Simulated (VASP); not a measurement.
# How biaxial strain in the (111) plane changes BAs (F-43m)

How do the elastic response and the band edges of BAs follow biaxial strain in the (111) plane?

Program: VASP 6.6.1. Level of theory: LDA; plane waves and PAW (B, As), in the first sound run; inputs show where later runs differ. Results are calculated unless marked as measured.

### 1. The structure

Symmetry: F-43m, No. 216, cubic system. The conventional cell has a = 4.777 Å, b = 4.777 Å, c = 4.777 Å, α = 90.00°, β = 90.00°, γ = 90.00°. Nearest to B lie 4 As at 2.07 Å. Nearest to As lie 4 B at 2.07 Å. Farther neighbours are not listed.

### 2. Relax the crystal, LDA

The series starts from the cell that this level prefers, so that zero strain is near zero stress.

This step took 2 runs in a row; the last is shown.

Level: LDA; plane waves and PAW (B, As).

INCAR reads:

```
SYSTEM = BAs
PREC = Accurate
ENCUT = 480
EDIFF = 1E-07
NELM = 120
ISMEAR = 0
SIGMA = 0.02
LREAL = .FALSE.
ALGO = Normal
GGA = CA
NBANDS = 10
LASPH = .TRUE.
LORBIT = 11
LWAVE = .FALSE.
LCHARG = .FALSE.
KPAR = 8
IBRION = 2
NSW = 40
ISIF = 3
EDIFFG = -0.005
POTIM = 0.4
```

POSCAR reads:

```
BAs
1.0
    0.0000000000      2.3711864422      2.3711864422
    2.3711864422      0.0000000000      2.3711864422
    2.3711864422      2.3711864422      0.0000000000
B As
1 1
Direct
    0.0000000000      0.0000000000      0.0000000000
    0.2500000000      0.2500000000      0.2500000000
```

KPOINTS reads:

```
Automatic mesh
0
Gamma
11 11 11
0 0 0
```

PAW data sets: B and As (LDA family, release 64).

Launch:

```
$ mpirun -np 8 vasp_std
```

The log of the run:

```text
[banner, memory and clock lines left out]
running    8 mpi-ranks, on    1 nodes
[...]
|                                                                             |
|           W    W    AA    RRRRR   N    N  II  N    N   GGGG   !!!           |
|           W    W   A  A   R    R  NN   N  II  NN   N  G    G  !!!           |
|           W    W  A    A  R    R  N N  N  II  N N  N  G       !!!           |
|           W WW W  AAAAAA  RRRRR   N  N N  II  N  N N  G  GGG   !            |
|           WW  WW  A    A  R   R   N   NN  II  N   NN  G    G                |
|           W    W  A    A  R    R  N    N  II  N    N   GGGG   !!!           |
|                                                                             |
|     For optimal performance we recommend to set                             |
|       NCORE = 2 up to number-of-cores-per-socket                            |
|     NCORE specifies how many cores store one orbital (NPAR=cpu/NCORE).      |
|     This setting can greatly improve the performance of VASP for DFT.       |
[...]
|     Unfortunately you need to use the default for GW and RPA                |
|     calculations (for HF NCORE is supported but not extensively tested      |
|     yet).                                                                   |
|                                                                             |

 LDA part: xc-table for (Slater(with rela. corr.)+CA(PZ))
 , standard interpolation
 POSCAR, INCAR and KPOINTS ok, starting setup
[...]
entering main loop
       N       E                     dE             d eps       ncg     rms          rms(c)
DAV:   1     0.116236973720E+02    0.11624E+02   -0.37856E+03  1120   0.671E+02
DAV:   2    -0.129845126788E+02   -0.24608E+02   -0.23448E+02  1546   0.106E+02
DAV:   3    -0.136938673855E+02   -0.70935E+00   -0.70778E+00  1340   0.180E+01
DAV:   4    -0.136959049852E+02   -0.20376E-02   -0.20375E-02  1350   0.105E+00
[...]
DAV:  11    -0.129262887899E+02   -0.13916E-05   -0.16086E-06  1362   0.929E-03    0.130E-02
DAV:  12    -0.129262886184E+02    0.17144E-06   -0.80753E-07  1244   0.399E-03    0.292E-03
DAV:  13    -0.129262886225E+02   -0.40220E-08   -0.29092E-08   710   0.126E-03
   1 F= -.12926289E+02 E0= -.12926289E+02  d E =-.129263E+02
[...]
reached required accuracy - stopping structural energy minimisation
```

It took 3.6 s on 8 MPI ranks of Intel Xeon Platinum 8175M at 2.50GHz (Skylake/Cascade Lake), shared host; peak memory 1 GiB.

The logs omit lines about the potential files and the build; timing stands in the text.

Parts of OUTCAR (step 2):

```text
  Total        0.0001635      0.0001635      0.0001635     -0.0000000      0.0000000      0.0000000
  in kB        0.0098264      0.0098264      0.0098264     -0.0000000      0.0000000      0.0000000
  external PRESSURE =       0.0098264 kB  Pullay stress =       0.0000000 kB

 POSITION                                       TOTAL-FORCE (eV/Angst)
 -----------------------------------------------------------------------------------
      0.00000      0.00000      0.00000         0.000000      0.000000      0.000000
      1.18559      1.18559      1.18559        -0.000000     -0.000000     -0.000000
 -----------------------------------------------------------------------------------
    total drift:                                0.000000      0.000000      0.000000

  FREE ENERGIE OF THE ION-ELECTRON SYSTEM (eV)
  ---------------------------------------------------
  free  energy   TOTEN  =       -12.9262886225 eV

  energy  without entropy=      -12.9262886225  energy(sigma->0) =      -12.92628862

 reached required accuracy - stopping structural energy minimisation

[... 3 further parts left out ...]
[key lines of the parts left out:]
E-fermi :   6.5873
```

This run gave:

| Quantity | Value |
| --- | --- |
| energy(sigma→0) of the program | -12.9263 eV |
| stress, compression positive | 0.00 along [111], 0.00 across it (mean), GPa |
| volume | 26.664 Å³ |
| ionic steps | 1 |

### 3. Strain along the normal, LDA

One member in full: the plane is strained by -2 %, and the strain along the normal is moved by secant steps until the normal stress is under 0.012 GPa or five steps are spent; the atoms relax at each step.

This step took 3 runs, each at a new trial strain with the atoms of the one before; the last is shown.

Level: LDA; plane waves and PAW (B, As); cell typed or built by script.

INCAR: that of step 2 with these lines changed.

```diff
@@ -15,7 +15,7 @@
 LCHARG = .FALSE.
-KPAR = 8
-IBRION = 2
-NSW = 40
-ISIF = 3
-EDIFFG = -0.005
-POTIM = 0.4
+KPAR = 2
+IBRION = 1
+NSW = 25
+ISIF = 2
+EDIFFG = -0.004
+POTIM = 0.3
```

POSCAR reads:

```
BAs
1.0
    0.0399070980      2.3636698120      2.3636698120
    2.3636698120      0.0399070980      2.3636698120
    2.3636698120      2.3636698120      0.0399070980
B As
1 1
Direct
    0.0008560060      0.0008560060      0.0008560060
    0.2491439940      0.2491439940      0.2491439940
```

KPOINTS is that of step 2.

Launch:

```
$ mpirun -np 2 vasp_std
```

The log of the run:

```text
[banner, memory and clock lines left out]
running    2 mpi-ranks, on    1 nodes
[...]
LDA part: xc-table for (Slater(with rela. corr.)+CA(PZ))
 , standard interpolation
 POSCAR, INCAR and KPOINTS ok, starting setup
[...]
entering main loop
       N       E                     dE             d eps       ncg     rms          rms(c)
DAV:   1     0.973538100666E+01    0.97354E+01   -0.37155E+03  2920   0.663E+02
DAV:   2    -0.131550446404E+02   -0.22890E+02   -0.21866E+02  4016   0.105E+02
DAV:   3    -0.137479541380E+02   -0.59291E+00   -0.59189E+00  3482   0.167E+01
DAV:   4    -0.137494605668E+02   -0.15064E-02   -0.15063E-02  3478   0.937E-01
[...]
DAV:  11    -0.128990434459E+02   -0.14024E-05   -0.19171E-06  3518   0.100E-02    0.136E-02
DAV:  12    -0.128990433083E+02    0.13765E-06   -0.65214E-07  3244   0.374E-03    0.246E-03
DAV:  13    -0.128990433114E+02   -0.31359E-08   -0.31810E-08  1812   0.121E-03
   1 F= -.12899043E+02 E0= -.12899043E+02  d E =-.128990E+02
 BRION: g(F)=  0.102E-05 g(S)=  0.000E+00
[...]
N       E                     dE             d eps       ncg     rms          rms(c)
DAV:   1    -0.128990438103E+02   -0.50204E-06   -0.20774E-05  3038   0.300E-02    0.102E-03
DAV:   2    -0.128990438284E+02   -0.18097E-07   -0.33244E-07  3538   0.413E-03
   2 F= -.12899044E+02 E0= -.12899044E+02  d E =-.516996E-06
 BRION: g(F)=  0.128E-10 g(S)=  0.000E+00 retain N=  1 mean eig= 1.00
 eig:   0.996
 reached required accuracy - stopping structural energy minimisation
```

It took 16 s on 2 MPI ranks; peak memory 0.28 GiB; 31 s of CPU time.

Parts of OUTCAR (step 3):

```text
  Total        0.9048533      0.9048533      0.9048533     -0.4524644     -0.4524644     -0.4524644
  in kB       56.3167456     56.3167456     56.3167456    -28.1607220    -28.1607220    -28.1607220
  external PRESSURE =      56.3167456 kB  Pullay stress =       0.0000000 kB

 POSITION                                       TOTAL-FORCE (eV/Angst)
 -----------------------------------------------------------------------------------
      0.00415      0.00415      0.00415        -0.000009     -0.000009     -0.000009
      1.18766      1.18766      1.18766         0.000009      0.000009      0.000009
 -----------------------------------------------------------------------------------
    total drift:                                0.000106      0.000106      0.000106

  FREE ENERGIE OF THE ION-ELECTRON SYSTEM (eV)
  ---------------------------------------------------
  free  energy   TOTEN  =       -12.8990438284 eV

  energy  without entropy=      -12.8990438284  energy(sigma->0) =      -12.89904383

[... 1 part as in an earlier step ...]

[... 3 further parts left out ...]
[key lines of the parts left out:]
E-fermi :   7.0280
```

Read from the output:

| Item | Value |
| --- | --- |
| energy(sigma→0) of the program | -12.8990 eV |
| stress, compression positive | 0.00 along [111], 8.45 across it (mean), GPa |
| ionic steps | 2 |

### 4. Band edges, TB-mBJ with spin-orbit coupling

Short lines in KPOINTS_OPT sample the zone centre along and across the normal of the plane, for masses, and the other valleys.

Level: TB-mBJ, spin-orbit coupling; plane waves and PAW (B, As); cell typed or built by script.

TB-mBJ has no energy functional, so the total energy, stress and pressure in this output mean nothing.

INCAR reads:

```
SYSTEM = BAs
PREC = Accurate
ENCUT = 480
EDIFF = 1E-06
NELM = 150
ISMEAR = 0
SIGMA = 0.02
LREAL = .FALSE.
ALGO = Normal
METAGGA = MBJ
LASPH = .TRUE.
LNONCOLLINEAR = .TRUE.
MAGMOM = 0 0 0 0 0 0
NBANDS = 18
GGA_COMPAT = .FALSE.
LSORBIT = .TRUE.
LWAVE = .FALSE.
LCHARG = .FALSE.
KPAR = 2
```

POSCAR reads:

```
BAs
1.0
    0.0399070980      2.3636698120      2.3636698120
    2.3636698120      0.0399070980      2.3636698120
    2.3636698120      2.3636698120      0.0399070980
B As
1 1
Direct
    0.0008707006      0.0008707006      0.0008707006
    0.2491292994      0.2491292994      0.2491292994
```

KPOINTS reads:

```
Automatic mesh
0
Gamma
9 9 9
0 0 0
```

KPOINTS_OPT reads:

```
Line mode
6
Line-mode
Reciprocal
  0.00000000   0.00000000   0.00000000
  0.02190267   0.02190267   0.02190267

  0.00000000   0.00000000   0.00000000
 -0.01307576   0.01307576  -0.00000000

  0.31000000   0.31000000   0.00000000
  0.50000000   0.50000000   0.00000000

  0.00000000   0.31000000   0.31000000
  0.00000000   0.50000000   0.50000000

  0.45000000   0.45000000   0.45000000
  0.50000000   0.50000000   0.50000000

  0.45000000   0.00000000   0.00000000
  0.50000000   0.00000000   0.00000000

  0.42500000   0.42500000   0.00000000
  0.42531757   0.44380949   0.01880949

  0.50000000   0.50000000   0.50000000
  0.48692424   0.51307576   0.50000000
```

Launch:

```
$ mpirun -np 2 vasp_ncl
```

The log of the run:

```text
[banner, memory and clock lines left out]
running    2 mpi-ranks, on    1 nodes
[...]
|                                                                             |
|               ----> ADVICE to this user running VASP <----                  |
|                                                                             |
|     You enforced a specific xc type in the INCAR file but a different       |
|     [... a line on the potential file left out ...]
|     I HOPE YOU KNOW WHAT YOU ARE DOING!                                     |
|                                                                             |

 LDA part: xc-table for (None), standard interpolation
 POSCAR, INCAR and KPOINTS ok, starting setup
[...]
entering main loop
       N       E                     dE             d eps       ncg     rms          rms(c)
DAV:   1    -0.858943448074E+01   -0.85894E+01   -0.32103E+03  5940   0.746E+02
DAV:   2    -0.351676180072E+02   -0.26578E+02   -0.24470E+02  8162   0.134E+02
DAV:   3    -0.362863727574E+02   -0.11188E+01   -0.11082E+01  7270   0.243E+01
DAV:   4    -0.362907233931E+02   -0.43506E-02   -0.43479E-02  6902   0.165E+00
[...]
DAV:  31    -0.330429152866E+02   -0.24235E-05   -0.37244E-10  3006   0.162E-04    0.424E-05
DAV:  32    -0.330429173796E+02   -0.20930E-05   -0.18124E-11  3006   0.429E-05    0.432E-05
DAV:  33    -0.330429177664E+02   -0.38673E-06   -0.14274E-11  3006   0.341E-05
   1 F= -.33042918E+02 E0= -.33042918E+02  d E =-.505971E-13  mag=    -0.0000     0.0000    -0.0000
 Start KPOINTS_OPT (optional k-point list driver)
k-point batch [1-48\48]
       N       E                     dE             ncg
DAV:   1     0.198531957922E+04   -0.79930E+04     1728
DAV:   2     0.533252159889E+03   -0.14521E+04     2498
DAV:   3     0.473925798215E+03   -0.59326E+02     2088
DAV:   4     0.473656812518E+03   -0.26899E+00     2066
DAV:   5     0.473656004769E+03   -0.80775E-03     1954
DAV:   6     0.473656000962E+03   -0.38062E-05     1856
DAV:   7     0.473656000906E+03   -0.56602E-07     1562
```

Run time: 4.2 min. Hardware: 2 MPI ranks; peak memory 0.69 GiB.

From OUTCAR (step 4):

```text
  LATTYP: Found a trigonal (rhomboedric) cell.
 ALAT       =     3.3429721113
 COS(alpha) =     0.5168098740

 Subroutine GETGRP returns: Found  6 space group operations
 (whereof  6 operations were pure point group operations)

The static configuration has the point symmetry C_3v.

 Found    165 irreducible k-points:

   k-points           NKPTS =    165   k-points in BZ     NKDIM =    165   number of bands    NBANDS=     18

   dimension x,y,z NGX =    24 NGY =   24 NGZ =   24
   dimension x,y,z NGXF=    48 NGYF=   48 NGZF=   48

   ENCUT  =  480.0 eV  35.28 Ry    5.94 a.u.   5.97  5.97  5.97*2*pi/ulx,y,z

   NELECT =       8.0000    total number of electrons

 E-fermi :   7.1116

 k-point     1 :       0.0000    0.0000    0.0000
  band No.  band energies     occupation
    ...
      4       6.6427      1.00000
      5       6.9247      1.00000
      6       6.9247      1.00000
      7       7.0232      1.00000
      8       7.0232      1.00000
      9      10.3950      0.00000
     10      10.3950      0.00000
     11      10.8156      0.00000
     12      10.8156      0.00000
     13      10.9355      0.00000
    ...

 k-point     2 :       0.1111    0.0000    0.0000
  band No.  band energies     occupation
    ...
      4       5.3425      1.00000
      5       6.3414      1.00000
      6       6.3562      1.00000
      7       6.6050      1.00000
      8       6.6086      1.00000
      9      10.7645      0.00000
     10      10.8429      0.00000
     11      11.0973      0.00000
     12      11.1996      0.00000
     13      11.3687      0.00000
    ...

  Total       12.4340254     12.4340254     12.4340254     -0.4473933     -0.4473933     -0.4473933
  in kB      773.8755841    773.8755841    773.8755841    -27.8451031    -27.8451031    -27.8451031
  external PRESSURE =     773.8755841 kB  Pullay stress =       0.0000000 kB

 POSITION                                       TOTAL-FORCE (eV/Angst)
 -----------------------------------------------------------------------------------
      0.00415      0.00415      0.00415        -0.207933     -0.207933     -0.207933
      1.18766      1.18766      1.18766         0.207933      0.207933      0.207933
 -----------------------------------------------------------------------------------
    total drift:                                0.026965      0.026965      0.026965

  FREE ENERGIE OF THE ION-ELECTRON SYSTEM (eV)
  ---------------------------------------------------
  free  energy   TOTEN  =       -33.0429177664 eV

  energy  without entropy=      -33.0429177664  energy(sigma->0) =      -33.04291777

 Spin-Orbit-Coupling matrix elements
 Ion:    1  E_soc:     -0.0000081
 Ion:    2  E_soc:     -0.0205394

[... 1 part as in an earlier step ...]

[... 7 further parts left out ...]
```

### 5. Band edges, r2SCAN with spin-orbit coupling

Short lines in KPOINTS_OPT sample the zone centre along and across the normal of the plane, for masses, and the other valleys.

Level: r2SCAN, spin-orbit coupling; plane waves and PAW (B, As); cell typed or built by script.

INCAR: that of step 4 with these lines changed.

```diff
@@ -4,3 +4,3 @@
 EDIFF = 1E-06
-NELM = 150
+NELM = 100
 ISMEAR = 0
@@ -9,3 +9,3 @@
 ALGO = Normal
-METAGGA = MBJ
+METAGGA = R2SCAN
 LASPH = .TRUE.
```

POSCAR is that of step 4.

KPOINTS is that of step 4.

KPOINTS_OPT is that of step 4.

Launch:

```
$ mpirun -np 2 vasp_ncl
```

The log of the run:

```text
[banner, memory and clock lines left out]
running    2 mpi-ranks, on    1 nodes
[...]
[... a notice as in an earlier step ...]

 LDA part: xc-table for (None), standard interpolation
 POSCAR, INCAR and KPOINTS ok, starting setup
[...]
entering main loop
       N       E                     dE             d eps       ncg     rms          rms(c)
DAV:   1    -0.142141935433E+03   -0.14214E+03   -0.32964E+03  5940   0.762E+02
DAV:   2    -0.170764946655E+03   -0.28623E+02   -0.26382E+02  8268   0.141E+02
DAV:   3    -0.172021760041E+03   -0.12568E+01   -0.12452E+01  7190   0.266E+01
DAV:   4    -0.172027030175E+03   -0.52701E-02   -0.52682E-02  6970   0.198E+00
[...]
DAV:  10    -0.170341755871E+03   -0.52429E-04   -0.35701E-05  6498   0.599E-02    0.438E-02
DAV:  11    -0.170341763185E+03   -0.73137E-05   -0.63313E-06  6472   0.283E-02    0.943E-03
DAV:  12    -0.170341762799E+03    0.38553E-06   -0.46574E-07  5356   0.858E-03
   1 F= -.17034176E+03 E0= -.17034176E+03  d E =-.147528E-18  mag=    -0.0000     0.0000     0.0000
 Start KPOINTS_OPT (optional k-point list driver)
k-point batch [1-48\48]
       N       E                     dE             ncg
DAV:   1     0.191399387568E+04   -0.80643E+04     1728
DAV:   2     0.422586630239E+03   -0.14914E+04     2508
DAV:   3     0.359804430662E+03   -0.62782E+02     2046
DAV:   4     0.359512337575E+03   -0.29209E+00     2018
DAV:   5     0.359511468322E+03   -0.86925E-03     1904
DAV:   6     0.359511464179E+03   -0.41423E-05     1824
DAV:   7     0.359511464106E+03   -0.73758E-07     1506
```

Wall time 4.7 min (2 MPI ranks); peak memory 0.62 GiB.

Parts of OUTCAR (step 5):

```text
  Total        1.5410246      1.5410246      1.5410246     -0.4813749     -0.4813749     -0.4813749
  in kB       95.9111221     95.9111221     95.9111221    -29.9600707    -29.9600707    -29.9600707
  external PRESSURE =      95.9111221 kB  Pullay stress =       0.0000000 kB

 POSITION                                       TOTAL-FORCE (eV/Angst)
 -----------------------------------------------------------------------------------
      0.00415      0.00415      0.00415        -0.008172     -0.008172     -0.008172
      1.18766      1.18766      1.18766         0.008172      0.008172      0.008172
 -----------------------------------------------------------------------------------
    total drift:                                0.000132      0.000132      0.000132

  FREE ENERGIE OF THE ION-ELECTRON SYSTEM (eV)
  ---------------------------------------------------
  free  energy   TOTEN  =      -170.3417627993 eV

  energy  without entropy=     -170.3417627993  energy(sigma->0) =     -170.34176280

[... 2 parts as in an earlier step ...]

[... 1 further part left out ...]
[key lines of the parts left out:]
E-fermi :   7.2486
```

Numbers from this step:

```
energy(sigma→0) of the program : -170.3418 eV
stress, compression positive   : 3.60 along [111], 12.59 across it (mean), GPa
```

The run ends at a pressure of 9.59 GPa, with forces up to 0.014 eV/Å.

(Continued in part 2 of 2.)

[Lines on the potential files, build, host, timing and source positions are cut from VASP's logs without a mark.]

[Logs are printed without paths, hosts, clocks, repeated set-up lines and the standing remarks that a program may print on its own settings, such as how far it seeks lower states.]

[Hosts, paths, dates, database ids (printed as entryN), source tags and the programs' standing remarks are cut or masked in the printed files.]

[In band tables of VASP the shares of atoms and orbitals are scaled to a sum of 1 inside the atoms' spheres.]
